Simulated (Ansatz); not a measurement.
# LiBr (Fm-3m): phonons against volume, part 2 of 3

Aim: how the vibrations of LiBr shift with volume, and the expansion that follows.

What experiment has found for this phase:
- volume expansion coefficient 149.4 1e-6/K and heat capacity C_P per formula unit 48.9 J/mol/K near room temperature (given in “High-Throughput Prediction of Finite-Temperature Properties using the Quasi-Harmonic Approximation”, 2016, arXiv:1603.06924)
- volume expansion coefficient 146.7 1e-6/K near room temperature (given in “Descriptors for thermal expansion in solids”, 2017, arXiv:1701.03966)

Ansatz 0.2.0; DFT LDA, scalar-relativistic, plane waves, PAW.

So far. Step 2 (Probe on a coarse mesh): The start is under -2.8 GPa at this level and looks like an insulator or semiconductor on this mesh. Step 5 (Relaxing to small residual forces and stress): The residual pressure is 0.0027 GPa, small enough for phonons.

### 6. Lattice dynamics at this volume, V/V0 1

The same q-mesh and k-mesh are kept at every volume, so that much of their error can cancel in the differences.

Input file input.yaml:

```yaml
crystal:
  lattice:
    - [0.0, 2.6549767116, 2.6549767116]
    - [2.6549767116, 0.0, 2.6549767116]
    - [2.6549767116, 2.6549767116, 0.0]
  atoms:
    - { symbol: Li, position: [0.0, 0.0, 0.0] }
    - { symbol: Br, position: [0.5, 0.5, 0.5] }
kpoints:
  mp_grid: { grid: [8, 8, 8] }
hamiltonian:
  xc: lda
scf:
  occupations: { method: fixed }
output:
  eigenvalues: true
phonons:
  method: dfpt
  dielectric: true
  rigid_motions: translations
  qmesh: [4, 4, 4]
  temperatures: { t_max: 1000, t_step: 50 }
  qpath:
    path:
      - [[0.0, 0.0, 0.0], [0.5, 0.0, 0.5], [0.625, 0.25, 0.625]]
      - [[0.375, 0.375, 0.75], [0.0, 0.0, 0.0], [0.5, 0.5, 0.5], [0.5, 0.25, 0.75], [0.5, 0.0, 0.5]]
    npoints: 10
```

Command:

```console
$ ansatz run input.yaml --threads 4 --pin off --max-ram 8192MiB --backend cpu --events-out ev --progress --plain --runs-dir out
```

Numbers of over 12 decimals in the logs are rounded to 6 here.

The log of the run:

```text
[...]
Crystal: 2 atoms, lattice volume = 37.429 Å³
Basis set: ecut = 420 eV, 725 PW (Γ), exchange–correlation on 54×54×54 points (8 copies of the dense FFT grid, shifted against one another)
Bands: 9, of which v1, the nominal top of the filled ones, is band 5 counted from 1 (4 counted from 0)
Symmetry: 48 space group operations
k-points: 59 of 512 (irreducible under 8 space group operations, time reversal used)
[...]
SCF iter   1: F=—  HF=-2898.681534 eV  |F-HF|=—  |Δ(HF+E_count)|=         —  Δρ=5.13e-3  dr2=4.25e-3  ethr=1.77e-3  ⟨swp⟩=5.0  Hψ=3165  notcnv=0  defer=109
[...]
SCF iter   7: F=-2898.676552 eV  HF=-2898.676552 eV  |F-HF|=9.09e-13  |Δ(HF+E_count)|=  1.36e-12  Δρ=2.85e-8  dr2=2.13e-13  ethr=1.00e-12  ⟨swp⟩=8.4  Hψ=3189  notcnv=0
SCF 1 converged in 7 iterations: F = -2898.676552 eV  dr2 = 2.13e-13
[...]
DFPT response loops at Γ: preconditioner auto → none (the input reference at scf.mixing.eps_inf says where Resta's filter doesn't serve); β = 0.50; Broyden in place of MSR1
── the response to a field inside a basis, on 8×8×8 k-points: an SCF that follows is theirs, and a resumed run solves both again ──
Bands: 6, of which v1, the nominal top of the filled ones, is band 5 counted from 1 (4 counted from 0)
k-points: 60 of 512 (irreducible under 12 space group operations)
[...]
Eigensolver: Dense (60 Hₖ)
SCF iter   1: F=—  HF=-2898.676656 eV  |F-HF|=—  |Δ(HF+E_count)|=         —  Δρ=7.32e-5  dr2=3.58e-7  ethr=1.00e-1
[...]
SCF iter   2: F=-2898.676657 eV  HF=-2898.676657 eV  |F-HF|=1.22e-7  |Δ(HF+E_count)|=   3.56e-7  Δρ=3.69e-5  dr2=8.91e-8  ethr=3.58e-9
SCF 1 converged in 2 iterations: F = -2898.676657 eV  dr2 = 8.91e-8
[...]
NSCF: frozen V_eff on 29 k-points
[...]
SCF converged after 7 iterations
Free energy (F): -2898.676552 eV
[...]
Internal energy: -2898.676552 eV  (E = F + TS)
E sigma→0 (E₀):  -2898.676552 eV
Fermi energy:    2.772893 eV
[...]
--- Band table (eV; the first three rows and the last of 59) ---
[...]
--- Phonons (Γ-DFPT): 2 representative perturbations + reference, on 59 of 512 k-points (Σ response iterations 7) ---
  k mesh reduced under 8 symmetry operations, with k and −k counted as one. Each operation leaves every solved perturbation unchanged. A smaller set is not considered because the run solves the response to a homogeneous field
  ASR residual: 4.848e-5 → 0.000e0 eV/Å²; symmetrization residual: 2.771e-8 eV/Å²
  ASR residual per site (eV/Å²): 3.23e-6 4.85e-5
  Γ frequencies (cm⁻¹): 0.00 0.00 0.00 196.05 196.05 196.05
  ε∞ (high-frequency dielectric tensor):
        3.689709    -0.000000    -0.000000
       -0.000000     3.689709    -0.000000
       -0.000000    -0.000000     3.689709
  ε⁰ (static dielectric tensor: ions relaxed, cell fixed):
       11.559166    -0.000000    -0.000000
       -0.000000    11.559166    -0.000000
       -0.000000    -0.000000    11.559166
  ε⁰ − ε∞ (ionic part):
        7.869458    -0.000000    -0.000000
       -0.000000     7.869458     0.000000
       -0.000000     0.000000     7.869458
  softest optical mode at Γ: 196.05 cm⁻¹; the repairs (sum rule, projections) moved no ω² at Γ by more than (0.41 cm⁻¹)²
  Born effective charges Z* (e; rows j = field, columns β = displacement):
    site 0:
         1.21208   -0.00000   -0.00000
         0.00000    1.21208    0.00000
        -0.00000    0.00000    1.21208
    site 1:
        -1.21208    0.00000    0.00000
        -0.00000   -1.21208   -0.00000
         0.00000   -0.00000   -1.21208
  Z* charge neutrality: 2.883e-4 e pre-enforcement
  solved inside a basis spanned on kpoints, on 8×8×8 k-points, its susceptibility summed on 12×12×12: ε∞ is read to err by 8.4e-3, Z* by 7.6e-3 e (field_mesh: kpoints solves on kpoints); Z* is corrected for what the basis lacks
  optical modes at Γ without the LO–TO term, one row a degenerate level:
      ω (cm⁻¹)  modes    IR ((D/Å)²/amu)
        196.05      3            15.9241
  optical modes at Γ + LO–TO along q̂ = [1.0000, 0.0000, 0.0000]:
      ω (cm⁻¹)  modes    IR ((D/Å)²/amu)
        196.05      2            10.6161
        347.00      1             5.3080
  optical modes at Γ + LO–TO along q̂ = [0.0000, 1.0000, 0.0000]:
      ω (cm⁻¹)  modes    IR ((D/Å)²/amu)
        196.05      2            10.6161
        347.00      1             5.3080
  optical modes at Γ + LO–TO along q̂ = [0.0000, 0.0000, 1.0000]:
      ω (cm⁻¹)  modes    IR ((D/Å)²/amu)
        196.05      2            10.6161
        347.00      1             5.3080
--- Phonons (arbitrary-q DFPT): 8 irreducible q on the 4×4×4 mesh ---
  q = [0.0000, 0.0000, 0.0000] (star 1, of the zone-centre solve; hermiticity 6.14e-8, symmetrization 9.40e-14): -0.00 0.00 0.00 196.05 196.05 196.05
  q = [0.0000, 0.0000, 0.2500] (star 8, 2 solved perturbations on 288 of 512 k-point pairs; hermiticity 1.19e-7, symmetrization 1.05e-13): 56.20 56.20 95.70 204.93 204.93 359.90
[...]
q = [0.0000, 0.2500, 0.2500] (star 6, 4 solved perturbations in 528 linear systems a pass and spin channel, the states on 164 of 512 k-point pairs; hermiticity 6.75e-8, symmetrization 1.55e-13): 60.96 60.96 105.24 203.11 203.11 288.46
[...]
sum rule: each row above includes the acoustic sum rule's correction from the zone centre's row sums; it moved no ω² by more than (0.41 cm⁻¹)²
  mesh force constants: q→R imaginary residual 2.21e-18; ASR residual 4.848e-5 → 0.000e0 eV/Å²; symmetrization residual 6.661e-16 eV/Å²
  interpolated dispersion: 63 rows × 6 modes
  density of states and harmonic sums: on the 20×20×20 q-mesh, interpolated from the force constants of a 4×4×4 supercell (with the dipole–dipole term)
  largest difference from the sums on the solved wave vectors: F 1.21e-2 eV, S 1.61e-5 and C_V 3.99e-6 eV/K
  zero-point energy: 0.061540 eV/cell   skipped modes (ω ≤ 0): 3   left out of the sums: 6.25e-5 of the cell's modes: C_V's classical limit lies that fraction below 3 k_B per atom; for a crystal, a wire or a layer, F and S can be off by more, and a phonons.interpolated_qmesh denser along its periods is the remedy for the sampling
```

The job ended after 67 s (4 threads of Arm Neoverse N1, shared host; peak memory 0.63 GiB).

This step gave:

- Γ frequencies: 0, 0, 0, 196.1, 196.1, 196.1 cm⁻¹ (negative: imaginary)
- lowest frequency on the path: 0 cm⁻¹
- zero-point energy: 0.06154 eV/cell
- point group: m-3m
- highest frequency: 373.8 cm⁻¹
- Debye temperature from the second moment: 344 K

LO-TO term included. Phonon branches along the path, in cm⁻¹:

```csv
point,branch 1,branch 2,branch 3,branch 4,branch 5,branch 6
Γ,0,0,0,196,196,347
halfway,61,61,105,203,203,288
X,78,78,115,205,205,222
halfway,80,89,114,207,220,221
U,84,108,110,212,218,254
jump to K,84,108,110,212,218,254
halfway,66,71,105,202,215,337
Γ,0,0,0,196,196,347
halfway,56,56,96,205,205,360
L,77,77,131,215,215,374
halfway,84,97,121,214,216,308
W,101,102,102,216,216,248
halfway,87,92,112,210,220,228
X,78,78,115,205,205,222
```

The phonon branches as a text plot (rows in cm⁻¹):

```
    366 |                                   ********
    350 |**                      ***********        *
    335 |  **                   *                    *
    319 |                    ***
    304 |    **                                       *
    288 |      *            *                          *
    273 |                  *                            *
    257 |       *         *                              *
    241 |        *       *                                ****
    226 |         *********                                 *****
    210 |  *****    *****************       *********************
    195 |**     ****            ************
    179 |
    164 |
    148 |
    132 |                                      ******
    117 |       ****************              *      ****   *****
    101 |      *        *****   *           **        ********
     86 |    **      *********** *         *      *******   *****
     70 |   *   *****          ** **      *  ******
     55 |  * ***                 *  *      **
     39 |   *                     ***    **
     23 | **                         *  **
      8 |**                           ***
         Γ           X  U|K            Γ         L        W     X
```

The phonon density of states has structure finer than the step of the table below, so its rows give means over 20 cm⁻¹, whole bins alone (the curve runs from 2.5 to 372 cm⁻¹). Peaks (cm⁻¹: height): 82.5: 0.0786, 117.5: 0.0714, 212.5: 0.174.

Tetrahedra on 20 20 20, mean over bins of 5 cm⁻¹. The phonon density of states by wavenumber; means over each step:

```csv
wavenumber (cm⁻¹),phonon density of states (1/cm⁻¹/cell)
20,9.2e-4
40,0.00456
60,0.0164
80,0.0567
100,0.0341
120,0.0365
140,6.8e-4
160,0
180,7.5e-6
200,0.0444
220,0.0573
240,0.00472
260,0.00692
280,0.00702
300,0.00729
320,0.00789
340,0.00952
360,0.00468
```

Harmonic. Thermo, by row:

```csv
T (K),F_vib (meV/atom),S (J/mol-atom/K),C_V (J/mol-atom/K)
0,30.77,0,0
50,30.13,4.171,8.113
100,25.8,12.49,15.97
150,17.38,19.79,19.85
200,5.51,25.8,21.77
250,-9.18,30.77,22.8
300,-26.25,34.99,23.41
350,-45.35,38.63,23.8
400,-66.21,41.83,24.05
450,-88.64,44.67,24.23
500,-112.5,47.23,24.36
550,-137.5,49.56,24.46
600,-163.8,51.69,24.54
650,-191.1,53.66,24.6
700,-219.4,55.48,24.64
750,-248.6,57.18,24.68
800,-278.6,58.77,24.71
850,-309.5,60.27,24.74
900,-341.1,61.69,24.76
950,-373.4,63.03,24.78
1000,-406.4,64.3,24.8
```

The modes has structure finer than the step of the table below, so its rows give means over 10 cm⁻¹, whole bins alone (the curve runs from -10 to 395 cm⁻¹). Peaks (cm⁻¹: height): Br 81.7: 0.0706, 117.3: 0.0592; Li 211.5: 0.136.

Phonopy on the run's constants, 19x19x19 mesh, Gaussian sigma 2.9 cm⁻¹. Table of modes by wavenumber; means over each step; values in 1/cm⁻¹/cell:

```csv
wavenumber (cm⁻¹),Br,Li
0,3.8e-5,0
10,2.0e-4,1.4e-5
20,8.4e-4,6.7e-5
30,0.00197,1.4e-4
40,0.00419,2.7e-4
50,0.00772,4.3e-4
60,0.0147,7.0e-4
70,0.0316,0.00117
80,0.0636,0.00191
90,0.0471,0.00134
100,0.0318,9.8e-4
110,0.0369,0.00136
120,0.0429,0.00117
130,0.00677,9.7e-5
140,7.1e-5,0
150,0,0
160,0,0
170,0,0
180,0,7.5e-7
190,1.0e-4,0.00177
200,0.00183,0.0339
210,0.00442,0.110
220,0.00196,0.0469
230,1.4e-4,0.00394
240,7.1e-5,0.00458
250,5.5e-5,0.00625
260,4.5e-5,0.00696
270,3.2e-5,0.00681
280,3.5e-5,0.00698
290,3.8e-5,0.00647
300,5.2e-5,0.00791
310,7.2e-5,0.00675
320,9.9e-5,0.00849
330,1.4e-4,0.00708
340,2.6e-4,0.0103
350,2.6e-4,0.00796
360,6.4e-5,0.00464
370,9.7e-6,0.00192
380,0,9.2e-5
```

Born charge (rows field, columns displacement) (e), principal values of the symmetric part by kind of site:

```csv
atom,atoms with these values,low,middle,high,mean
Li1,1,1.21,1.21,1.21,1.21
Br2,1,-1.21,-1.21,-1.21,-1.21
```

In full for Li1:

```
1.21 0.00 0.00
0.00 1.21 0.00
0.00 0.00 1.21
```

ε∞:

```
3.69 0.00 0.00
0.00 3.69 0.00
0.00 0.00 3.69
```

No LO-TO term. The modes at Γ (shares of kinetic energy by element, %):

```csv
mode,frequency (cm⁻¹),symmetry,Li %,Br %
1,0.0,T1u,8,92
2,0.0,T1u,8,92
3,0.0,T1u,8,92
4,196.1,T1u,92,8
5,196.1,T1u,92,8
6,196.1,T1u,92,8
```

Displacements in mode 6 (196.1 cm⁻¹), the largest set to 1:
```
Li1  0.76  0.89  1.00
Br2 -0.07 -0.08 -0.09
```

No mode is imaginary beyond numerical noise at the solved wavevectors.

### 7. A cell at another volume, V/V0 1.015

Symmetry fixes every atom, so a single point at the scaled cell gives the energy and pressure of this member.

The cell differs from the one that the last finished run ended in (a 3.755 → 3.773 Å, b 3.755 → 3.773 Å, c 3.755 → 3.773 Å).

input.yaml, the sections that differ from step 6:

```yaml
crystal:
  lattice:
    - [0.0, 2.6681857684, 2.6681857684]
    - [2.6681857684, 0.0, 2.6681857684]
    - [2.6681857684, 2.6681857684, 0.0]
  atoms:
    - { symbol: Li, position: [0.0, 0.0, 0.0] }
    - { symbol: Br, position: [0.5, 0.5, 0.5] }
output:
  forces: true
  stress: true
  eigenvalues: true
# kpoints, hamiltonian, scf: as in step 6
# phonons: removed
```

The log of the run:

```text
[...]
Crystal: 2 atoms, lattice volume = 37.991 Å³
Basis set: ecut = 420 eV, 725 PW (Γ)
Bands: 9, of which v1, the nominal top of the filled ones, is band 5 counted from 1 (4 counted from 0)
Symmetry: 48 space group operations
[...]
k-points: 29 of 512
[...]
SCF iter   1: F=—  HF=-2898.680684 eV  |F-HF|=—  |Δ(HF+E_count)|=         —  Δρ=5.08e-3  dr2=4.29e-3  ethr=1.77e-3  ⟨swp⟩=5.0  Hψ=1547  notcnv=0  defer=51
[...]
SCF iter   6: F=-2898.675712 eV  HF=-2898.675712 eV  |F-HF|=6.73e-11  |Δ(HF+E_count)|=   2.26e-9  Δρ=1.58e-6  dr2=2.92e-10  ethr=7.99e-11  ⟨swp⟩=5.0  Hψ=1414  notcnv=0
SCF 1 converged in 6 iterations: F = -2898.675712 eV  dr2 = 2.92e-10
[...]
SCF converged after 6 iterations
Free energy (F): -2898.675712 eV
[...]
Internal energy: -2898.675712 eV  (E = F + TS)
E sigma→0 (E₀):  -2898.675712 eV
Fermi energy:    2.627297 eV
[...]
--- Stress (GPa, compression-positive) ---
       -0.477335       0.000000      -0.000000
       -0.000000      -0.477335      -0.000000
        0.000000      -0.000000      -0.477335
  P = ⅓ Tr σ = -0.4773 GPa (-4.773 kbar)
--- Band table (eV; the first three rows and the last of 29) ---
[...]
```

The job ended after 0.57 s (4 threads; peak memory 0.26 GiB).

Numbers from this step:

* pressure: -0.4773 GPa
* gap on the k-mesh: 5.073 eV
* volume per atom: 19.00 Å³

At this level the gap is 5.07 eV on the k-mesh of the self-consistent run, which can miss the band edges.

### 8. Phonons, V/V0 1.015

The same q-mesh and k-mesh are kept at every volume, so that much of their error can cancel in the differences.

input.yaml, the sections that differ from step 7:

```yaml
output:
  eigenvalues: true
phonons:
  method: dfpt
  dielectric: true
  rigid_motions: translations
  qmesh: [4, 4, 4]
  temperatures: { t_max: 1000, t_step: 50 }
  qpath:
    path:
      - [[0.0, 0.0, 0.0], [0.5, 0.0, 0.5], [0.625, 0.25, 0.625]]
      - [[0.375, 0.375, 0.75], [0.0, 0.0, 0.0], [0.5, 0.5, 0.5], [0.5, 0.25, 0.75], [0.5, 0.0, 0.5]]
    npoints: 10
# crystal, kpoints, hamiltonian, scf: as in step 7
```

The log of the run:

```text
[...]
Crystal: 2 atoms, lattice volume = 37.991 Å³
Basis set: ecut = 420 eV, 725 PW (Γ), exchange–correlation on 54×54×54 points (8 copies of the dense FFT grid, shifted against one another)
Bands: 9, of which v1, the nominal top of the filled ones, is band 5 counted from 1 (4 counted from 0)
Symmetry: 48 space group operations
k-points: 59 of 512 (irreducible under 8 space group operations, time reversal used)
[...]
optical modes at Γ + LO–TO along q̂ = [0.0000, 1.0000, 0.0000]:
      ω (cm⁻¹)  modes    IR ((D/Å)²/amu)
        186.83      2            10.6817
        341.76      1             5.3408
  optical modes at Γ + LO–TO along q̂ = [0.0000, 0.0000, 1.0000]:
      ω (cm⁻¹)  modes    IR ((D/Å)²/amu)
        186.83      2            10.6817
        341.76      1             5.3408
--- Phonons (arbitrary-q DFPT): 8 irreducible q on the 4×4×4 mesh ---
[...]
interpolated dispersion: 63 rows × 6 modes
[...]
[key lines of the parts left out:]
SCF converged after 7 iterations
Free energy (F): -2898.675711 eV
Fermi energy:    2.627306 eV
```

Wall time 66 s (4 threads); peak memory 0.64 GiB; 4.2 min of CPU time.

LO-TO term included. The phonon branches at the labelled points (cm⁻¹):

```csv
point,branch 1,branch 2,branch 3,branch 4,branch 5,branch 6
Γ,0,0,0,187,187,342
halfway,60,60,102,194,194,283
X,77,77,114,196,196,212
halfway,79,88,113,198,212,212
U,82,106,109,203,209,247
jump to K,82,106,109,203,209,247
halfway,64,70,102,193,206,331
Γ,0,0,0,187,187,342
halfway,54,54,94,196,196,355
L,74,74,128,207,207,368
halfway,82,94,119,206,207,302
W,98,102,102,207,207,242
halfway,86,90,112,201,211,220
X,77,77,114,196,196,212
```

The phonon branches as a text plot (rows in cm⁻¹):

```
    361 |                                   ********
    345 |**                       **********        *
    330 |  **                   **
    315 |                      *                     *
    299 |    **              **                       *
    284 |      *            *                          *
    269 |                  *                            *
    253 |       *         *
    238 |        *       *                               ****
    223 |         **    *                                    *
    207 |           ****************         ********************
    192 |***************       **************                 ***
    177 |
    161 |
    146 |
    131 |                                       *****
    115 |       ****************              **     ****   *****
    100 |      *        *****   *           **        ********
     84 |    **     ************ *         *       ******    ****
     69 |   *   ****         **** **      *   ******
     54 |  * ***                 *  *       **
     38 |   *                     ***    ***
     23 | **                        **  **
      8 |**                           ***
         Γ           X  U|K            Γ         L        W     X
```

No mode is imaginary beyond numerical noise at the solved wavevectors. The highest zone-centre mode (no LO–TO term) moved by -4.7 % for a volume change of +1.5 %.

### 9. A cell at another volume, V/V0 0.985

Symmetry fixes every atom, so a single point at the scaled cell gives the energy and pressure of this member.

The cell differs from the one that the last finished run ended in (a 3.773 → 3.736 Å, b 3.773 → 3.736 Å, c 3.773 → 3.736 Å).

input.yaml, the sections that differ from step 8:

```yaml
crystal:
  lattice:
    - [0.0, 2.6416348949, 2.6416348949]
    - [2.6416348949, 0.0, 2.6416348949]
    - [2.6416348949, 2.6416348949, 0.0]
  atoms:
    - { symbol: Li, position: [0.0, 0.0, 0.0] }
    - { symbol: Br, position: [0.5, 0.5, 0.5] }
output:
  forces: true
  stress: true
  eigenvalues: true
  write_density: true
  write_potential: true
  elf: true
  volumetric_format: npy
# kpoints, hamiltonian, scf: as in step 8
# phonons: removed
```

The log of the run:

```text
[...]
Crystal: 2 atoms, lattice volume = 36.868 Å³
Basis set: ecut = 420 eV, 725 PW (Γ)
Bands: 9, of which v1, the nominal top of the filled ones, is band 5 counted from 1 (4 counted from 0)
Symmetry: 48 space group operations
[...]
k-points: 29 of 512
[...]
Free energy (F): -2898.675649 eV
[...]
Internal energy: -2898.675649 eV  (E = F + TS)
E sigma→0 (E₀):  -2898.675649 eV
Fermi energy:    2.923345 eV
[...]
--- Stress (GPa, compression-positive) ---
        0.523508      -0.000000       0.000000
        0.000000       0.523508      -0.000000
        0.000000       0.000000       0.523508
  P = ⅓ Tr σ = 0.5235 GPa (5.235 kbar)
--- Band table (eV; the first three rows and the last of 29) ---
[...]
[key lines of the parts left out:]
SCF converged after 6 iterations
```

Run time: 0.65 s. Hardware: 4 threads; peak memory 0.27 GiB.

The run ends at a pressure of 0.52 GPa.

(Part 2 of 3 ends here.)

[Logs are printed without paths, hosts, clocks, repeated set-up lines and the standing remarks that a program may print on its own settings, such as how far it seeks lower states.]

[Hosts, paths, dates, database ids (printed as entryN), source tags and the programs' standing remarks are cut or masked in the printed files.]

[A step with changed settings may run another functional than the one named; its input shows which.]

[Of the runs on displaced cells, only some may be shown.]
